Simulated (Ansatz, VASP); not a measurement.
Ir: VASP beside Ansatz

```
CELL_PARAMETERS angstrom
0.00000 1.93241 1.93241
1.93241 0.00000 1.93241
1.93241 1.93241 0.00000
ATOMIC_POSITIONS crystal
Ir 0.00000 0.00000 0.00000
```

Change from the starting cell: volume scaled by 1.02.

Alike in both runs: task single point; functional PBEsol; k mesh 15 × 15 × 15; occupations fermi-dirac, width 0.05 eV; no spin polarisation.

```csv
,VASP,Ansatz
version,VASP 6.6.1,Ansatz 0.2.0
potentials or method,"VASP PAW PBE potentials, release 64 (Ir), cutoff 520 eV","all-electron LAPW, scalar-relativistic"
```

|  | VASP | Ansatz | Ansatz less VASP |
| --- | --- | --- | --- |
| pressure (GPa) | -9.0 | -9.8 | -0.83 |

Ansatz ran all-electron here, so the differences hold the error of VASP's frozen core and of both bases.

Caveats: the PAW data sets were made with another functional, which shifts forces and pressure a little (VASP). The runs have no spin-orbit coupling, so splittings on Ir are missing.
